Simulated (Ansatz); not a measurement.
CdSe: relaxation of cell and atoms with PBEsol+D3(BJ)

The system is CdSe.

```xyz
2
Lattice="0.0000 2.8740 2.8740 2.8740 0.0000 2.8740 2.8740 2.8740 0.0000" Properties=species:S:1:pos:R:3 pbc="T T T"
Cd    0.0000    0.0000    0.0000
Se    2.8740    2.8740    2.8740
```

Measurements of this composition are mostly on another form, of space group No. 186.

| Item | Value |
| --- | --- |
| Program | Ansatz 0.2.0 |
| Task | relaxation of cell and atoms |
| Functional | PBEsol |
| Dispersion | D3(BJ) |
| Potentials or basis | Ansatz PAW |
| Cutoff | 420 eV (not typed: the program's choice for these potentials) |
| k mesh | 8 × 8 × 8 |
| Occupations | fermi-dirac, width 0.05 eV |
| Spin | no spin polarisation |

```json
{
  "Relaxed volume": "21.48 Å³/atom",
  "Relaxed cell": "a = 3.931 Å, b = 3.931 Å, c = 3.931 Å, α = 60.00°, β = 60.00°, γ = 60.00°",
  "Space group after relaxing (to 0.05 Å)": "Fm-3m (No. 225)",
  "Energy gained by relaxing": "48.4 meV/atom",
  "Ionic steps": "5",
  "Pressure after relaxing": "0.0 GPa",
  "Band gap on the k mesh": "none (metal or under the smearing width)"
}
```

Step by step:
```
step  energy change (eV)  largest force (eV/Å)  volume (Å³)
   1              0.0000                0.0000        47.48
   2             -0.0711                0.0000        40.87
   3             -0.0965                0.0000        43.37
   4             -0.0977                0.0000        42.96
   5             -0.0968                0.0000        42.96
```

Final structure:
```
CELL_PARAMETERS angstrom
0.00000 2.77969 2.77969
2.77969 0.00000 2.77969
2.77969 2.77969 0.00000
ATOMIC_POSITIONS crystal
Cd 0.00000 0.00000 0.00000
Se 0.50000 0.50000 0.50000
```

Levels at points of the mesh, in eV from the Fermi level:
| k point | band 16 | band 17 | band 18 | band 19 | band 20 | band 21 |
| --- | --- | --- | --- | --- | --- | --- |
| (0.00, 0.00, 0.00) | -0.90 | -0.90 | -0.90 | 0.28 | 8.57 | 8.57 |
| (0.00, 0.00, -0.50) | -5.58 | -0.12 | -0.12 | 2.71 | 5.04 | 5.04 |
| (0.00, -0.50, -0.50) | -4.89 | -2.57 | -2.57 | -0.67 | 5.12 | 10.17 |

Wall time 4.2 s on 2 threads of Arm Neoverse V2 (shared host), peak memory 0.34 GiB.

Caveat: the plane-wave basis is chosen anew once the cell has moved, so the energies of steps on either side of that aren't comparable; pairwise dispersion overbinds metals, which lowers pressure and volume; the PAW data sets come from PBE, with cores solved anew for the run's functional, which leaves a small shift of forces and pressure.
